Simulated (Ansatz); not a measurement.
## Pressure against volume: YN

```cif
data_structure
_symmetry_space_group_name_H-M 'P 1'
_symmetry_Int_Tables_number 1
_cell_length_a 3.4486
_cell_length_b 3.4486
_cell_length_c 3.4486
_cell_angle_alpha 60.000
_cell_angle_beta 60.000
_cell_angle_gamma 60.000
_cell_volume 29.00
loop_
_atom_site_label
_atom_site_type_symbol
_atom_site_fract_x
_atom_site_fract_y
_atom_site_fract_z
_atom_site_occupancy
Y1 Y 0.00000 0.00000 0.00000 1
N1 N 0.50000 0.50000 0.50000 1
```

The runs use the primitive cell with vectors (0.000, 2.438, 2.438), (2.438, 0.000, 2.438), (2.438, 2.438, 0.000) Å, to which the k mesh refers.

The cell is COD entry 9008768, as deposited and not checked against the literature; nothing was relaxed.

Methods: DFT, PBE, all-electron LAPW, scalar-relativistic (Ansatz 0.2.0); DFT, PBE, PAW with Ansatz's default frozen-core files, scalar-relativistic (Ansatz 0.2.0).

For LAPW: a Γ-centred 11×11×11 k mesh, Fermi–Dirac smearing of 0.03 eV, basis error target 1 meV/atom, no spin polarisation. PAW takes a cutoff of 420 eV at this cell. The Ansatz runs share mesh, smearing and spin set-up. Plane-wave (PAW) pressures include the program's estimate of the Pulay term.

The cell above is scaled evenly, with fractional coordinates and shape held.

Q: Estimate the equilibrium volume and bulk modulus that full-potential LAPW gives for this fixed shape.

A: V0 = 14.76 Å³/atom, B0 = 159 GPa, B0′ = 4.2, from a third-order Birch–Murnaghan fit to these pressures:
| V/V(cell) | V (Å³/atom) | P, LAPW (GPa) | P, PAW (GPa) | gap on the k mesh, LAPW (eV) | free energy over the lowest listed, PAW (meV/atom) |
| --- | --- | --- | --- | --- | --- |
| 0.9500 | 13.775 | 12.74 | 12.72 | 0.12 | 36.4 |
| 0.9750 | 14.138 | 7.54 | 7.51 | 0.17 | 13.7 |
| 1.0000 | 14.500 | 2.96 | 2.93 | 0.22 | 2.0 |
| 1.0250 | 14.863 | -1.06 | -1.09 | 0.26 | 0.0 |
| 1.0500 | 15.225 | -4.60 | -4.63 | 0.30 | 6.5 |

PAW's V0 lies -0.02 % from the all-electron value and its B0 0.1 %. Symmetry fixes shape and coordinates here, so this is the relaxed modulus.
